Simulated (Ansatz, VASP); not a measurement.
# One calculation of Mo, two programs

INCAR

```
ALGO     = Normal         # electronic algorithm
EDIFF    = 1E-7           # SCF threshold, eV
EDIFFG   = -0.02          # ionic threshold
ENCUT    = 600            # plane-wave cutoff, eV
GGA      = RE             # functional
IBRION   = 2              # ionic algorithm
ISIF     = 3              # what is computed and relaxed
ISMEAR   = -1             # smearing method
LASPH    = T              # aspherical terms in the spheres
LCHARG   = F              # write CHGCAR
LREAL    = F              # projectors in reciprocal space
LWAVE    = F              # write WAVECAR
NELM     = 100            # most SCF steps
NSW      = 80             # ionic steps
PREC     = Accurate       # precision mode
SIGMA    = 0.05           # smearing width, eV
```

File KPOINTS:

```
k-points
0
Gamma
  12 12 12
```

The input POSCAR:

```
Mo
1.0
   -1.5838089719      1.5838089719      1.5838089719
    1.5838089719     -1.5838089719      1.5838089719
    1.5838089719      1.5838089719     -1.5838089719
Mo
1
Direct
    0.0000000000      0.0000000000      0.0000000000
```

input.yaml

```yaml
crystal:
  lattice:
    - [-1.5838089719, 1.5838089719, 1.5838089719]
    - [1.5838089719, -1.5838089719, 1.5838089719]
    - [1.5838089719, 1.5838089719, -1.5838089719]
  atoms:
    - { symbol: Mo, position: [0.0, 0.0, 0.0] }
kpoints:
  mp_grid: { grid: [12, 12, 12] }
scf:
  occupations: { method: fermi_dirac, width: 0.05 }
hamiltonian:
  xc: revpbe
  pseudopotentials: { kind: all_electron, lapw: { basis_error: 0.001 } }
output:
  forces: true
  stress: true
relax:
  f_tol: 0.02
  max_steps: 60
  cell: {}
```

Alike in both runs: task relaxation of cell and atoms; functional revPBE; k mesh 12 × 12 × 12; occupations fermi-dirac, width 0.05 eV; no spin polarisation.

```csv
,VASP,Ansatz
version,VASP 6.6.1,Ansatz 0.2.0
potentials or method,"VASP PAW PBE potentials, release 64 (Mo_sv)","all-electron LAPW, scalar-relativistic"
plane-wave cutoff (eV),600,see its input
```

|  | VASP | Ansatz | Ansatz less VASP |
| --- | --- | --- | --- |
| relaxed volume (Å³/atom) | 15.95 | 15.93 | -0.025 |
| relaxed cell length with the largest relative difference (Å) | 2.747 | 2.745 | -0.0014 |

Ansatz ran all-electron here, so the differences hold the error of VASP's frozen core and of both bases.

Caveats: the PAW data sets were made with another functional, which shifts forces and pressure a little (VASP).
